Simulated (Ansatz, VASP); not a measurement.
**One calculation of AgCl, two programs**

Contents of INCAR:

```
SYSTEM = AgCl
PREC     = Accurate       ! precision mode
ENCUT    = 520            ! plane-wave cutoff, eV
EDIFF    = 1E-7           ! SCF threshold, eV
ISMEAR   = -1             ! smearing method
SIGMA    = 0.02           ! smearing width, eV
LREAL    = .False.        ! projectors in reciprocal space
LASPH    = .True.         ! aspherical terms in the spheres
NELM     = 60             ! most SCF steps
ALGO     = Normal         ! electronic algorithm
ISIF     = 2              ! what is computed and relaxed
LWAVE    = .False.        ! write WAVECAR
LCHARG   = .True.         ! write CHGCAR
GGA      = PE             ! functional
LELF     = .True.         ! ELF
LVHAR    = .True.       
NBANDS   = 16             ! bands
```

File KPOINTS:

```
Automatic mesh
0
Gamma
  8 8 8
  0 0 0
```

Contents of POSCAR:

```
AgCl
1.0
    0.0000000000      2.7638751816      2.7638751816
    2.7638751816      0.0000000000      2.7638751816
    2.7638751816      2.7638751816      0.0000000000
Ag Cl
1 1
Direct
    0.5000000000      0.5000000000      0.5000000000
    0.0000000000      0.0000000000      0.0000000000
```

Input for Ansatz:

```yaml
crystal:
  lattice:
    - [0.0, 2.7638751816, 2.7638751816]
    - [2.7638751816, 0.0, 2.7638751816]
    - [2.7638751816, 2.7638751816, 0.0]
  atoms:
    - { symbol: Ag, position: [0.5, 0.5, 0.5] }
    - { symbol: Cl, position: [0.0, 0.0, 0.0] }
kpoints:
  mp_grid: { grid: [8, 8, 8] }
  band_path:
    path:
      - [0.0, 0.0, 0.0]
      - [0.5, 0.0, 0.5]
      - [0.625, 0.25, 0.625]
      - [0.375, 0.375, 0.75]
      - [0.0, 0.0, 0.0]
      - [0.5, 0.5, 0.5]
      - [0.5, 0.25, 0.75]
      - [0.5, 0.0, 0.5]
    npoints: 5
scf:
  occupations: { method: fermi_dirac, width: 0.02 }
hamiltonian:
  xc: pbe
  pseudopotentials: { kind: all_electron, lapw: { basis_error: 0.0005 } }
output:
  forces: true
  stress: true
  eigenvalues: true
```

Change from the starting cell: volume scaled by 0.99.

Alike in both runs: task single point; functional PBE; k mesh 8 × 8 × 8; occupations fermi-dirac, width 0.02 eV; no spin polarisation.

```csv
,VASP,Ansatz
version,VASP 6.6.1,Ansatz 0.2.0
potentials or method,"VASP PAW PBE potentials, release 64 (Ag, Cl)","all-electron LAPW, scalar-relativistic"
plane-wave cutoff (eV),520,see its input
```

```tsv
	VASP	Ansatz	Ansatz less VASP
gap on the k mesh at the Fermi level (eV)	0.91	0.91	+0.004
pressure (GPa)	2.0	2.1	+0.15
```

Ansatz ran all-electron here, so the differences hold the error of VASP's frozen core and of both bases.

A k mesh can miss the band edges.
